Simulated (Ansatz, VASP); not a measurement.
## Al14Mo6S12O21 (amorphous Al2O3 against MoS2, 7.4 A) in two plane-wave programs

Wanted: the spread between two codes on one cell, functional and k mesh. The structure shown is the start of the Ansatz relaxation below; VASP solves that cell, so the two are compared at the walk's first step.

Program: Ansatz 0.2.0. Level of theory: plane waves, with VASP 6.6.1 beside it; single point at PBE with D3(BJ). Results are calculated unless marked as measured.

## 1. Starting point

The cell holds 106 atoms: 12 Mo, 24 S, 28 Al and 42 O. Its edges and angles: a = 9.540 Å, b = 11.016 Å, c = 14.731 Å, α = 90.0°, β = 90.0°, γ = 90.0°. It derives from MoS2 (one layer of 2H-MoS2 (a = 3.18 A), 3 x 2 rectangular cells). A slab of one layer of 2H-MoS2 (a = 3.18 A), 3 x 2 rectangular cells. 70 atoms (28 Al, 42 O) packed at random between the slab and its periodic image at 3.05 g/cm^3 (a layer of 7.4 A) and pushed apart as soft spheres. Langevin MD at fixed cell with the MACE-MP-0b2 small potential (Batatia et al., arXiv:2401.00096), steps of 1.5 fs: 0.63 ps at 3000 K with the crystal held, 3000 to 900 K in 1.8 ps with the crystal held, 900 to 300 K in 0.9 ps with its inner planes held; soft walls kept the melt off the sheet. Then all atoms and the cell's height relaxed. The structure's axis is c.

## 2. Ansatz: relaxation, PBE with D3(BJ)

Ansatz runs on its default PAW (the set named soft_2) files.

The two programs are compared at the cell with which this relaxation starts, whose forces are those of its first step.

input.yaml

```yaml
crystal:
  lattice:
    - [9.54, 0.0, 0.0]
    - [0.0, 11.01584, 0.0]
    - [0.0, 0.0, 14.73083]
  atoms:
    - { symbol: Mo, position: [0.9968, 0.01216, 0.16823] }
    - { symbol: S, position: [0.16408, 0.0942, 0.27498] }
    - { symbol: S, position: [0.16659, 0.09582, 0.06372] }
    - { symbol: Mo, position: [0.16409, 0.26231, 0.17022] }
    - { symbol: S, position: [0.99628, 0.34634, 0.27438] }
    - { symbol: S, position: [0.99726, 0.34285, 0.06242] }
    - { symbol: Mo, position: [0.99662, 0.51076, 0.16597] }
    - { symbol: S, position: [0.16411, 0.59592, 0.27069] }
    - { symbol: S, position: [0.16498, 0.59301, 0.05802] }
    - { symbol: Mo, position: [0.16475, 0.76146, 0.16422] }
    - { symbol: S, position: [0.99558, 0.84253, 0.26978] }
    - { symbol: S, position: [0.99777, 0.84854, 0.06045] }
    - { symbol: Mo, position: [0.33164, 0.00977, 0.16946] }
    - { symbol: S, position: [0.49964, 0.09379, 0.27337] }
    - { symbol: S, position: [0.49648, 0.09336, 0.06153] }
    - { symbol: Mo, position: [0.49765, 0.26053, 0.16782] }
    - { symbol: S, position: [0.33247, 0.34618, 0.27353] }
    - { symbol: S, position: [0.33003, 0.34258, 0.06087] }
    - { symbol: Mo, position: [0.33105, 0.51076, 0.16521] }
    - { symbol: S, position: [0.49652, 0.59459, 0.27102] }
    - { symbol: S, position: [0.49724, 0.59254, 0.0585] }
    - { symbol: Mo, position: [0.49607, 0.75943, 0.1637] }
    - { symbol: S, position: [0.33149, 0.84109, 0.2725] }
    - { symbol: S, position: [0.33038, 0.8459, 0.05997] }
    - { symbol: Mo, position: [0.66363, 0.01019, 0.16579] }
    - { symbol: S, position: [0.82848, 0.09318, 0.27387] }
    - { symbol: S, position: [0.8297, 0.0962, 0.06319] }
    - { symbol: Mo, position: [0.83013, 0.26122, 0.16939] }
    - { symbol: S, position: [0.66284, 0.34556, 0.27314] }
    - { symbol: S, position: [0.66444, 0.34312, 0.06153] }
[... 70 atom lines left out ...]
    - { symbol: O, position: [0.88239, 0.15895, 0.56692] }
    - { symbol: O, position: [0.12886, 0.86075, 0.5026] }
    - { symbol: O, position: [0.89101, 0.47398, 0.58742] }
    - { symbol: O, position: [0.69654, 0.36731, 0.52541] }
    - { symbol: O, position: [0.96156, 0.80558, 0.73972] }
    - { symbol: O, position: [0.68743, 0.25661, 0.6809] }
kpoints:
  mp_grid: { grid: [2, 2, 1] }
hamiltonian:
  xc: pbe
  dispersion: d3bj
scf:
  occupations: { method: fermi_dirac, width: 0.1 }
output:
  forces: true
relax:
  f_tol: 0.08
  max_steps: 90
  cell: { fix: [a, b, alpha, beta, gamma] }
```

Launch:

```
> ansatz run input.yaml --threads 4 --pin off --max-ram 8192MiB --backend cpu --events-out ev --progress --plain --runs-dir out
```

Numbers of over 12 decimals in the logs are rounded to 6 here.

The log of the run:

```text
Engine: ansatz 0.2.0, aarch64-unknown-linux-gnu
Pseudopotentials: kind: paw
Pseudopotential: Mo, paw, valence charge 14, recommended cutoff 420 eV (normal), Mo.paw.azcp
Pseudopotential: S, paw, valence charge 6, recommended cutoff 420 eV (normal), S.paw.azcp
Pseudopotential: Al, paw, valence charge 3, recommended cutoff 420 eV (normal), Al.paw.azcp
Pseudopotential: O, paw, valence charge 6, recommended cutoff 420 eV (normal), O.paw.azcp
Functional definition: PBE
  parameter kappa = 0.804
  parameter beta = 0.066725
  exchange = pbe_x(kappa = kappa, mu = beta*pi^2/3)
  correlation = pbe_c(beta = beta)
Crystal: 106 atoms, lattice volume = 1548.079 Å³
Basis set: ecut = 420 eV, 30275 PW (Γ), exchange–correlation on 128×150×200 points (8 copies of the dense FFT grid, shifted against one another)
Bands: 430, of which v1, the nominal top of the filled ones, is band 324 counted from 1 (323 counted from 0)
Symmetry: 1 space group operations
Space group: P1 (ITA 1), of the structure as read, at distance tolerance 1.2e-4 Å
k-points: 4
Non-local potential: Mo, projectors of the file, l = 0: 3, l = 1: 2, l = 2: 2, l = 3: 1
Non-local potential: S, projectors of the file, l = 0: 2, l = 1: 2, l = 2: 2
Non-local potential: Al, projectors of the file, l = 0: 2, l = 1: 2, l = 2: 1
Non-local potential: O, projectors of the file, l = 0: 2, l = 1: 2, l = 2: 1
PAW form: soft (Blöchl's): semilocal exchange-correlation on the pseudo side does not see the compensation charge
PAW one-centre angular grid: Mo, 590 points (default); XC on 64 Gauss nodes
PAW one-centre angular grid: S, 110 points (default); XC on 64 Gauss nodes
PAW one-centre angular grid: Al, 110 points (default); XC on 64 Gauss nodes
PAW one-centre angular grid: O, 110 points (default); XC on 64 Gauss nodes
Initial density: superposition of atomic densities (neutral atoms: chi_scale 0, normalization atom), corrected by the library's trained network
Initial wavefunctions: pseudopotential atomic-orbital guess
Functional: x = pbe(κ = 0.804, μ = 0.219515), c = pbe(β = 0.066725)
SCF iter   1: F=—  HF=-120144.315770 eV  |F-HF|=—  |Δ(HF+E_count)|=         —  Δρ=4.52e-3  dr2=8.89e-1  ethr=1.77e-3  ⟨swp⟩=6.0  Hψ=7382  notcnv=0  defer=175
preconditioner: auto → Resta (q_TF=auto, 2.360 Å⁻¹)  ε∞=4.8  [insulator: Δε(μ)=1.595 eV  Ē_g=11.382 eV  σ=0.100 eV  W_gap=1.00  n_scr=348 (ndim 8)  ℏωp=22.2 eV  f_vac=0.101  D(μ)=0.01/eV (n_scr^D=0)  ε∞_Penn≈4.8]
SCF iter   2: F=—  HF=-120144.239946 eV  |F-HF|=—  |Δ(HF+E_count)|=   7.58e-2  Δρ=2.69e-3  dr2=3.00e-1  ethr=1.37e-4  ⟨swp⟩=2.2  Hψ=2865  notcnv=0  defer=197
SCF iter   3: F=—  HF=-120144.203377 eV  |F-HF|=—  |Δ(HF+E_count)|=   3.66e-2  Δρ=1.65e-3  dr2=1.90e-1  ethr=4.63e-5  ⟨swp⟩=2.2  Hψ=2027  notcnv=0  defer=197
SCF iter   4: F=—  HF=-120144.179771 eV  |F-HF|=—  |Δ(HF+E_count)|=   2.36e-2  Δρ=1.94e-3  dr2=1.69e-1  ethr=2.93e-5  ⟨swp⟩=2.0  Hψ=2832  notcnv=0  defer=197
SCF iter   5: F=—  HF=-120144.158934 eV  |F-HF|=—  |Δ(HF+E_count)|=   2.08e-2  Δρ=6.34e-4  dr2=9.03e-3  ethr=2.61e-5  ⟨swp⟩=1.5  Hψ=1985  notcnv=0  defer=222
SCF iter   6: F=—  HF=-120144.159290 eV  |F-HF|=—  |Δ(HF+E_count)|=   3.56e-4  Δρ=3.89e-4  dr2=4.29e-3  ethr=1.39e-6  ⟨swp⟩=2.0  Hψ=2198  notcnv=0  defer=222
SCF iter   7: F=—  HF=-120144.158974 eV  |F-HF|=—  |Δ(HF+E_count)|=   3.16e-4  Δρ=1.30e-4  dr2=6.39e-4  ethr=6.62e-7  ⟨swp⟩=2.0  Hψ=2150  notcnv=0  defer=222
SCF iter   8: F=—  HF=-120144.158998 eV  |F-HF|=—  |Δ(HF+E_count)|=   2.41e-5  Δρ=8.37e-5  dr2=2.45e-4  ethr=9.87e-8  ⟨swp⟩=2.0  Hψ=2251  notcnv=0  defer=222
SCF iter   9: F=—  HF=-120144.158996 eV  |F-HF|=—  |Δ(HF+E_count)|=   2.16e-6  Δρ=4.30e-5  dr2=5.19e-5  ethr=3.78e-8  ⟨swp⟩=2.0  Hψ=1785  notcnv=0  defer=222
SCF iter  10: F=—  HF=-120144.157298 eV  |F-HF|=—  |Δ(HF+E_count)|=   1.70e-3  Δρ=2.29e-5  dr2=1.19e-5  ethr=8.00e-9  ⟨swp⟩=2.2  Hψ=2606  notcnv=0  defer=222
SCF iter  11: F=—  HF=-120144.157305 eV  |F-HF|=—  |Δ(HF+E_count)|=   6.65e-6  Δρ=1.10e-5  dr2=3.97e-6  ethr=1.83e-9  ⟨swp⟩=2.0  Hψ=2325  notcnv=0  defer=222
SCF iter  12: F=—  HF=-120144.157306 eV  |F-HF|=—  |Δ(HF+E_count)|=   7.96e-7  Δρ=6.02e-6  dr2=1.27e-6  ethr=6.13e-10  ⟨swp⟩=2.0  Hψ=1958  notcnv=0  defer=222
SCF iter  13: F=—  HF=-120144.157306 eV  |F-HF|=—  |Δ(HF+E_count)|=   2.13e-7  Δρ=2.78e-6  dr2=1.67e-7  ethr=1.96e-10  ⟨swp⟩=2.0  Hψ=1526  notcnv=0  defer=222
SCF iter  14: F=-120144.157306 eV  HF=-120144.157306 eV  |F-HF|=4.21e-9  |Δ(HF+E_count)|=   9.05e-8  Δρ=1.24e-6  dr2=4.88e-8  ethr=1.54e-11  ⟨swp⟩=4.0  Hψ=4612  notcnv=0
SCF 1 converged in 14 iterations: F = -120144.157306 eV  dr2 = 4.88e-8
  greatest PAW one-centre occupation: 0.998 electrons in one spin orbital (limit 2), on the Mo atom at site 30 (counted from 0), in its partial waves of l = 0
[...]
- [0, 0, 14.070670]
  atoms:
    - { symbol: Mo, position: [0.994095, 0.023027, 0.172565] }
    - { symbol: S, position: [0.163313, 0.105863, 0.283440] }
    - { symbol: S, position: [0.165104, 0.105569, 0.065634] }
    - { symbol: Mo, position: [0.162867, 0.273988, 0.172289] }
    - { symbol: S, position: [0.995327, 0.358340, 0.282517] }
    - { symbol: S, position: [0.995380, 0.354061, 0.060411] }
    - { symbol: Mo, position: [0.994660, 0.522211, 0.168234] }
    - { symbol: S, position: [0.162030, 0.607832, 0.276591] }
    - { symbol: S, position: [0.163973, 0.604846, 0.057071] }
    - { symbol: Mo, position: [0.161866, 0.773969, 0.167847] }
    - { symbol: S, position: [0.993962, 0.854271, 0.280344] }
    - { symbol: S, position: [0.996034, 0.860322, 0.060359] }
    - { symbol: Mo, position: [0.331985, 0.021089, 0.172995] }
    - { symbol: S, position: [0.498454, 0.105416, 0.283400] }
    - { symbol: S, position: [0.497337, 0.104558, 0.062081] }
    - { symbol: Mo, position: [0.496080, 0.272068, 0.170901] }
    - { symbol: S, position: [0.330111, 0.357394, 0.281829] }
    - { symbol: S, position: [0.328978, 0.353439, 0.059508] }
    - { symbol: Mo, position: [0.329777, 0.521545, 0.167969] }
    - { symbol: S, position: [0.495555, 0.604607, 0.278741] }
    - { symbol: S, position: [0.494648, 0.604167, 0.055776] }
    - { symbol: Mo, position: [0.493495, 0.769918, 0.167787] }
    - { symbol: S, position: [0.329362, 0.852634, 0.281174] }
    - { symbol: S, position: [0.328197, 0.857264, 0.058936] }
    - { symbol: Mo, position: [0.662975, 0.022286, 0.170320] }
    - { symbol: S, position: [0.827126, 0.105734, 0.283819] }
    - { symbol: S, position: [0.828063, 0.107314, 0.062746] }
    - { symbol: Mo, position: [0.828407, 0.273030, 0.172100] }
    - { symbol: S, position: [0.661451, 0.357698, 0.281690] }
    - { symbol: S, position: [0.662635, 0.353154, 0.059031] }
    - { symbol: Mo, position: [0.661486, 0.521554, 0.167215] }
    - { symbol: S, position: [0.827140, 0.604144, 0.278371] }
    - { symbol: S, position: [0.828912, 0.603592, 0.055936] }
    - { symbol: Mo, position: [0.830671, 0.769919, 0.167300] }
    - { symbol: S, position: [0.662659, 0.852932, 0.276049] }
    - { symbol: S, position: [0.661654, 0.851230, 0.058492] }
    - { symbol: Al, position: [0.501754, 0.757333, 0.514682] }
    - { symbol: Al, position: [0.663232, 0.773187, 0.683933] }
    - { symbol: Al, position: [0.294828, 0.692142, 0.649023] }
    - { symbol: Al, position: [0.904533, 0.668178, 0.804438] }
    - { symbol: Al, position: [0.168188, 0.602701, 0.844796] }
    - { symbol: Al, position: [0.818341, 0.764792, 0.500427] }
    - { symbol: Al, position: [0.986267, 0.348998, 0.810783] }
    - { symbol: Al, position: [0.246273, 0.946753, 0.547833] }
    - { symbol: Al, position: [0.305556, 0.247604, 0.584296] }
    - { symbol: Al, position: [0.696918, 0.521627, 0.567361] }
    - { symbol: Al, position: [0.660752, 0.277130, 0.801375] }
    - { symbol: Al, position: [0.371385, 0.521748, 0.515789] }
    - { symbol: Al, position: [0.424461, 0.452945, 0.730379] }
    - { symbol: Al, position: [0.482868, 0.049866, 0.837995] }
    - { symbol: Al, position: [0.320566, 0.306554, 0.837434] }
    - { symbol: Al, position: [0.046923, 0.182081, 0.621612] }
    - { symbol: Al, position: [0.829864, 0.308581, 0.601046] }
    - { symbol: Al, position: [0.663082, 0.833983, 0.885946] }
    - { symbol: Al, position: [0.505595, 0.013155, 0.618430] }
    - { symbol: Al, position: [0.317644, 0.870604, 0.774915] }
    - { symbol: Al, position: [0.132644, 0.688019, 0.473971] }
    - { symbol: Al, position: [0.166518, 0.104475, 0.885271] }
    - { symbol: Al, position: [0.561210, 0.308570, 0.587376] }
    - { symbol: Al, position: [0.839364, 0.092251, 0.840013] }
    - { symbol: Al, position: [0.040006, 0.809546, 0.626205] }
    - { symbol: Al, position: [0.831628, 0.018154, 0.624336] }
    - { symbol: Al, position: [0.075772, 0.472602, 0.564345] }
    - { symbol: Al, position: [0.00442243, 0.891673, 0.852012] }
    - { symbol: O, position: [0.134840, 0.266441, 0.857169] }
    - { symbol: O, position: [0.899047, 0.887234, 0.567919] }
    - { symbol: O, position: [0.949357, 0.682746, 0.443347] }
    - { symbol: O, position: [0.549109, 0.586278, 0.499644] }
    - { symbol: O, position: [0.994359, 0.519441, 0.810085] }
    - { symbol: O, position: [0.510016, 0.358777, 0.834061] }
    - { symbol: O, position: [0.810133, 0.922874, 0.872547] }
    - { symbol: O, position: [0.199413, 0.097474, 0.586792] }
    - { symbol: O, position: [0.713540, 0.712334, 0.805613] }
    - { symbol: O, position: [0.133134, 0.313869, 0.561796] }
    - { symbol: O, position: [0.339192, 0.300645, 0.706652] }
    - { symbol: O, position: [0.183381, 0.522580, 0.467963] }
    - { symbol: O, position: [0.219324, 0.858537, 0.658263] }
    - { symbol: O, position: [0.655664, 0.812308, 0.462602] }
    - { symbol: O, position: [0.326468, 0.696364, 0.509542] }
    - { symbol: O, position: [0.970762, 0.296720, 0.694974] }
    - { symbol: O, position: [0.760914, 0.676454, 0.607924] }
    - { symbol: O, position: [0.668774, 0.944187, 0.657355] }
    - { symbol: O, position: [0.322205, 0.533263, 0.643639] }
    - { symbol: O, position: [0.410632, 0.00414751, 0.727118] }
    - { symbol: O, position: [0.586692, 0.461720, 0.665689] }
    - { symbol: O, position: [0.646835, 0.118875, 0.840215] }
    - { symbol: O, position: [0.478224, 0.161180, 0.577049] }
    - { symbol: O, position: [0.994266, 0.058083, 0.905400] }
[...]
- { symbol: O, position: [0.279057, 0.708949, 0.782987] }
    - { symbol: O, position: [0.485602, 0.752380, 0.653724] }
    - { symbol: O, position: [0.885334, 0.152936, 0.558494] }
    - { symbol: O, position: [0.131148, 0.853239, 0.488321] }
    - { symbol: O, position: [0.892731, 0.466873, 0.583260] }
    - { symbol: O, position: [0.698845, 0.360766, 0.515733] }
    - { symbol: O, position: [0.958808, 0.801220, 0.739795] }
    - { symbol: O, position: [0.689202, 0.249667, 0.678497] }
```

Reading the cycles: dr2 is the Hartree energy of the density residual (eV), the measure of convergence; HF is the Harris–Foulkes estimate of the energy, which meets the free energy F at convergence.

[end of part 1 of 2]

[Lines on the potential files, build, host, timing and source positions are cut from VASP's logs without a mark.]

[Logs are printed without paths, hosts, clocks, repeated set-up lines and the standing remarks that a program may print on its own settings, such as how far it seeks lower states.]

[Hosts, paths, dates, database ids (printed as entryN), source tags and the programs' standing remarks are cut or masked in the printed files.]
